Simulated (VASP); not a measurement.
# TiS2 (pbesol) (P-3m1) in VASP: further runs, part 2 of 2

VASP 6.6.1.

## Step 3: Relaxation of cell and atoms, PBEsol

This run uses another cell than the first one, of 19.14 Å³/atom, 1.047 times its volume.

Contents of INCAR:

```
PREC = Accurate
ENCUT = 600
EDIFF = 1E-6
ISMEAR = 0
SIGMA = 0.1
LREAL = F
LASPH = T
NELM = 100
ALGO = Fast
ISIF = 3
LWAVE = F
LCHARG = F
GGA = PS
IBRION = 2
NSW = 100
EDIFFG = -0.002
```

Contents of KPOINTS:

```
Automatic mesh
0
Gamma
  15 15 8
```

Contents of POSCAR:

```
TiS2
1.0
    3.4120000000      0.0000000000      0.0000000000
   -1.7060000000      2.9548786777      0.0000000000
    0.0000000000      0.0000000000      5.6950000000
Ti S
1 2
Direct
    0.0000000000      0.0000000000      0.0000000000
    0.3333333333      0.6666666667      0.2500000000
    0.6666666667      0.3333333333      0.7500000000
```

Potentials or basis: VASP PAW PBE potentials, release 64 (Ti_sv, S).

Run with:

```sh
cat potpaw_PBE.64/Ti_sv/POTCAR potpaw_PBE.64/S/POTCAR > POTCAR
mpirun -np 1 vasp_std > vasp.out
```

OUTCAR:

```text
PREC = Accurate
   ENCUT = 600
   EDIFF = 1E-6
   ISMEAR = 0
   LREAL = F
   LASPH = T
   NELM = 100
   ISIF = 3
   GGA = PS
   IBRION = 2
   NSW = 100
   EDIFFG = -0.002

 ion  position               nearest neighbor table
   1  0.000  0.000  0.000-   2 2.43   3 2.43   2 2.43   3 2.43   3 2.43   2 2.43
   2  0.333  0.667  0.250-   1 2.43   1 2.43   1 2.43
   3  0.667  0.333  0.750-   1 2.43   1 2.43   1 2.43

  LATTYP: Found a hexagonal cell.
 ALAT       =     3.4120000000
 C/A-ratio  =     1.6691090270

  Lattice vectors:

 A1 = (   3.4120000000,   0.0000000000,   0.0000000000)
 A2 = (  -1.7060000000,   2.9548786777,   0.0000000000)
 A3 = (   0.0000000000,   0.0000000000,   5.6950000000)

Analysis of symmetry for initial positions (statically):
=====================================================================
 Subroutine PRICEL returns:
 Original cell was already a primitive cell.

 Routine SETGRP: Setting up the symmetry group for a
 hexagonal supercell.

 Subroutine GETGRP returns: Found 12 space group operations
 (whereof 12 operations were pure point group operations)
 out of a pool of 24 trial point group operations.

The static configuration has the point symmetry D_3d.

Analysis of symmetry for dynamics (positions and initial velocities):
=====================================================================
 Subroutine PRICEL returns:
 Original cell was already a primitive cell.

 Routine SETGRP: Setting up the symmetry group for a
 hexagonal supercell.

 Subroutine GETGRP returns: Found 12 space group operations
 (whereof 12 operations were pure point group operations)
 out of a pool of 24 trial point group operations.

The dynamic configuration has the point symmetry D_3d.

 Subroutine INISYM returns: Found 12 space group operations
 (whereof 12 operations are pure point group operations),
 and found     1 'primitive' translations

----------------------------------------------------------------------------------------
[... 144 lines left out ...]
  free energy    TOTEN  =       -21.11335724 eV

  energy without entropy =      -21.11124812  energy(sigma->0) =      -21.11230268

------------------------ aborting loop because EDIFF is reached ----------------------------------------

  FORCE on cell =-STRESS in cart. coord.  units (eV):
  Direction    XX          YY          ZZ          XY          YZ          ZX
  --------------------------------------------------------------------------------------
  -------------------------------------------------------------------------------------
  Total       -1.4118780     -1.4118780     -0.8744446     -0.0000000      0.0000000      0.0000000
  in kB      -39.3971990    -39.3971990    -24.4005974     -0.0000000      0.0000000      0.0000000
  external PRESSURE =     -34.3983318 kB  Pullay stress =       0.0000000 kB
[... 92 lines left out ...]
  FREE ENERGIE OF THE ION-ELECTRON SYSTEM (eV)
  ---------------------------------------------------
  free  energy   TOTEN  =       -21.1357885764 eV

  energy  without entropy=      -21.1336328299  energy(sigma->0) =      -21.13471070

[... ionic steps 4 to 73 ...]

--------------------------------------- Ionic step       74  -------------------------------------------

 number of electron      23.9999997 magnetization

------------------------ aborting loop because EDIFF is reached ----------------------------------------
[... 69 lines left out ...]
--------------------------------------- Ionic step       76  -------------------------------------------

 number of electron      23.9999997 magnetization

 Free energy of the ion-electron system (eV)
  ---------------------------------------------------
  ext. energy  EPLUGINS =         0.00000000
  ---------------------------------------------------
  free energy    TOTEN  =       -21.13950052 eV

  energy without entropy =      -21.13720665  energy(sigma->0) =      -21.13835358

 E-fermi :   5.8039     XC(G=0): -10.5091

 val. band max:        5.7543859160   @ k =   0.0000   0.4000   0.3750
 cond. band min:       5.8052967512   @ k =   0.0667   0.0667   0.0000
 fundamental gap:      0.0509108352
 Fermi energy:         5.8038583536

 k-point     1 :       0.0000    0.0000    0.0000
  band No.  band energies     occupation
      1     -51.4328      2.00000
      2     -27.7797      2.00000
      3     -27.7218      2.00000
      4     -27.7218      2.00000
      5      -8.1257      2.00000
      6      -6.3224      2.00000
[... 433 lines left out ...]
      3     -27.7933      2.00000
      4     -27.7445      2.00000
      5      -6.1207      2.00000
      6      -6.1182      2.00000
[... 8 lines left out ...]
     15       7.8119      0.00000
     16       9.0036      0.00000

 [... further k-points ...]

------------------------ aborting loop because EDIFF is reached ----------------------------------------

  FORCE on cell =-STRESS in cart. coord.  units (eV):
  Direction    XX          YY          ZZ          XY          YZ          ZX
  --------------------------------------------------------------------------------------
  -------------------------------------------------------------------------------------
  Total       -0.0053512     -0.0053512     -0.0052569      0.0000000     -0.0000000      0.0000000
  in kB       -0.1560753     -0.1560753     -0.1533237      0.0000000     -0.0000000      0.0000000
  external PRESSURE =      -0.1551581 kB  Pullay stress =       0.0000000 kB
[... 18 lines left out ...]
  FREE ENERGIE OF THE ION-ELECTRON SYSTEM (eV)
  ---------------------------------------------------
  free  energy   TOTEN  =       -21.1395005152 eV

  energy  without entropy=      -21.1372066459  energy(sigma->0) =      -21.13835358

 reached required accuracy - stopping structural energy minimisation
```

OSZICAR:

```text
N       E                     dE             d eps       ncg     rms          rms(c)
DAV:   1     0.218212943600E+03    0.21821E+03   -0.12935E+04  6144   0.167E+03
DAV:   2    -0.191478702668E-01   -0.21823E+03   -0.21621E+03  6504   0.402E+02
DAV:   3    -0.241628627526E+02   -0.24144E+02   -0.23532E+02  9800   0.115E+02
[... 672 lines left out ...]
RMM:   5    -0.211394932833E+02   -0.75815E-05   -0.93462E-05  8887   0.613E-02    0.129E-02
RMM:   6    -0.211394976639E+02   -0.43805E-05   -0.41253E-05  7796   0.333E-02    0.113E-02
RMM:   7    -0.211394993119E+02   -0.16480E-05   -0.13074E-05  6757   0.259E-02    0.417E-03
RMM:   8    -0.211395002396E+02   -0.92768E-06   -0.13298E-05  6546   0.198E-02    0.223E-03
RMM:   9    -0.211395005152E+02   -0.27564E-06   -0.34274E-06  5123   0.120E-02
  76 F= -.21139501E+02 E0= -.21138354E+02  d E =0.100643E-04
```

CONTCAR:

```text
TiS2
   1.00000000000000
     3.3517133481041408   -0.0000000000000000   -0.0000000000000000
    -1.6758566740520704    2.9026689056497372    0.0000000000000000
    -0.0000000000000000    0.0000000000000000    5.6463306960858617
  Ti              S
     1     2
Direct
     0.0000000000000000    0.0000000000000000    0.0000000000000000
     0.3333333332999970    0.6666666667000030    0.2524081621234008
     0.6666666667000030    0.3333333332999970    0.7475918378765996

  0.00000000E+00  0.00000000E+00  0.00000000E+00
  0.00000000E+00  0.00000000E+00  0.00000000E+00
  0.00000000E+00  0.00000000E+00  0.00000000E+00
```

Wall time 65 min (1 thread of Intel Xeon 6975P-C (Granite Rapids), shared host); peak memory 0.41 GiB.

What came out:

```yaml
Free_energy: -21.1395 eV
Relaxed_volume: 18.31 Å³/atom
Relaxed_cell: a = 3.352 Å, b = 3.352 Å, c = 5.646 Å, α = 90.00°, β = 90.00°, γ = 120.00°
Space_group_after_relaxing_to_0.05_Å: P-3m1 (No. 164)
Energy_gained_by_relaxing: 8.7 meV/atom
Ionic_steps: 76
Pressure_after_relaxing: 0.0 GPa
Band_gap_on_the_k_mesh: none (metal or under the smearing width)
```

Step by step:
```
step  energy change (eV)  largest force (eV/Å)  pressure (GPa)  volume (Å³)
   1              0.0000                0.2741           -3.44        57.42
   3             -0.0224                0.1402            0.04        55.64
   5             -0.0252                0.0627           -0.06        55.50
   7             -0.0258                0.0090           -0.08        55.36
   9             -0.0258                0.0418            0.16        55.15
  11             -0.0258                0.0281            0.13        55.24
  13             -0.0258                0.0267            0.07        55.24
  15             -0.0260                0.0191            0.05        55.10
  17             -0.0260                0.0127           -0.12        54.56
  19             -0.0260                0.0159            0.18        54.52
  21             -0.0260                0.0306           -0.07        54.71
  23             -0.0260                0.0236           -0.09        54.65
  25             -0.0261                0.0019            0.08        54.63
  27             -0.0261                0.0009            0.07        54.68
  29             -0.0258                0.0245            0.15        55.16
  31             -0.0256                0.0319           -0.20        55.30
  33             -0.0259                0.0311           -0.06        55.11
  35             -0.0260                0.0366            0.16        54.97
  37             -0.0261                0.0062            0.03        54.98
  39             -0.0261                0.0004           -0.06        55.03
  41             -0.0261                0.0024           -0.06        55.01
  43             -0.0261                0.0042           -0.02        55.01
  45             -0.0261                0.0027           -0.04        55.01
  47             -0.0261                0.0106           -0.01        54.99
  49             -0.0261                0.0110            0.01        54.98
  51             -0.0261                0.0098           -0.02        54.99
  53             -0.0261                0.0106           -0.01        54.99
  55             -0.0261                0.0034           -0.04        54.93
  57             -0.0261                0.0089           -0.07        54.83
  59             -0.0261                0.0056           -0.03        54.77
  61             -0.0261                0.0078           -0.01        54.79
  63             -0.0261                0.0080           -0.04        54.81
  65             -0.0261                0.0071           -0.04        54.81
  67             -0.0262                0.0039           -0.01        54.81
  69             -0.0261                0.0104            0.07        54.84
  71             -0.0262                0.0018            0.04        54.82
  73             -0.0262                0.0020            0.02        54.82
  75             -0.0262                0.0007            0.03        54.87
  76             -0.0261                0.0005           -0.02        54.93
```

Final structure:
```yaml
crystal:
  lattice:
    - [3.35171, 0.00000, 0.00000]
    - [-1.67586, 2.90267, 0.00000]
    - [0.00000, 0.00000, 5.64633]
  atoms:
    - { symbol: Ti, position: [0.00000, 0.00000, 0.00000] }
    - { symbol: S, position: [0.33333, 0.66667, 0.25241] }
    - { symbol: S, position: [0.66667, 0.33333, 0.74759] }
```

Levels at points of the mesh, in eV from the Fermi level:
```csv
k point,band 10,band 11,band 12,band 13,band 14,band 15
"(0.00, 0.00, 0.00)",0.03,0.24,0.24,0.56,0.56,0.88
"(0.00, 0.00, 0.50)",-2.62,0.04,0.04,0.54,0.54,1.60
```

Caveat: the PAW data sets were made with another functional, which shifts forces and pressure a little.

## Step 4: Single point, PBEsol

This run uses another cell than the first one, of 19.14 Å³/atom, 1.047 times its volume.

Contents of INCAR:

```
PREC = Accurate
ENCUT = 520
EDIFF = 1E-6
ISMEAR = 0
SIGMA = 0.1
LREAL = False
LASPH = True
NELM = 100
ALGO = Fast
ISIF = 2
LWAVE = False
LCHARG = True
GGA = PS
LELF = True
LVHAR = True
NBANDS = 19
```

Contents of KPOINTS:

```
Automatic mesh
0
Gamma
  6 6 4
```

POSCAR is that of step 3.

Run with:

```sh
cat potpaw_PBE.64/Ti_sv/POTCAR potpaw_PBE.64/S/POTCAR > POTCAR
mpirun -np 1 vasp_std > vasp.out
```

Wall time 29 s (1 thread of Intel Xeon 6975P-C (Granite Rapids), shared host); peak memory 0.18 GiB.

Results (log left out):

| Property | Result |
| --- | --- |
| Free energy | -21.0893 eV |
| Pressure | -3.5 GPa |
| Largest force | 0.248 eV/Å |
| Band gap on the k mesh | none (metal or under the smearing width) |

Forces on the atoms (eV/Å):
```
Ti   0.000  0.000  0.000
S    0.000  0.000 -0.248
S    0.000  0.000  0.248
```

Stress tensor (GPa, compression positive):
```
-4.04  0.00  0.00
 0.00 -4.04  0.00
 0.00  0.00 -2.32
```

Levels at points of the mesh, in eV from the Fermi level:
```tsv
k point	band 9	band 10	band 11	band 12	band 13	band 14	band 15	band 16
(0.00, 0.00, 0.00)	-2.77	-0.02	0.08	0.08	0.46	0.46	0.86	3.45
(0.50, 0.00, 0.00)	-2.94	-2.68	-2.63	-1.59	0.17	1.50	1.89	3.66
(0.00, 0.00, 0.50)	-2.73	-2.48	-0.10	-0.10	0.44	0.44	1.46	3.76
(0.50, 0.00, 0.50)	-2.82	-2.81	-1.27	-1.25	-0.11	1.49	1.86	3.35
```

Caveat: the PAW data sets were made with another functional, which shifts forces and pressure a little.

## Step 5: Summary

| task | cell | k mesh | cutoff (eV) | gap on the mesh (eV) | pressure (GPa) | largest force (eV/Å) |
| --- | --- | --- | --- | --- | --- | --- |
| single point | P-3m1, 18.27 Å³/atom | 15 × 15 × 8 | 520 | none | 0.1 | 0.01 |
| relaxation of cell and atoms | relaxed | 15 × 15 × 8 | 600 | none | 0.0 | - |
| single point | P-3m1, 19.14 Å³/atom | 6 × 6 × 4 | 520 | none | -3.5 | 0.25 |

Alike in all rows: level PBEsol; potentials or basis VASP PAW PBE potentials, release 64 (Ti_sv, S); no spin polarisation; smearing gaussian 0.1 eV.

Caveats: the PAW data sets were made with another functional, which shifts forces and pressure a little.

Absolute energies hang on the potentials; compare differences alone.
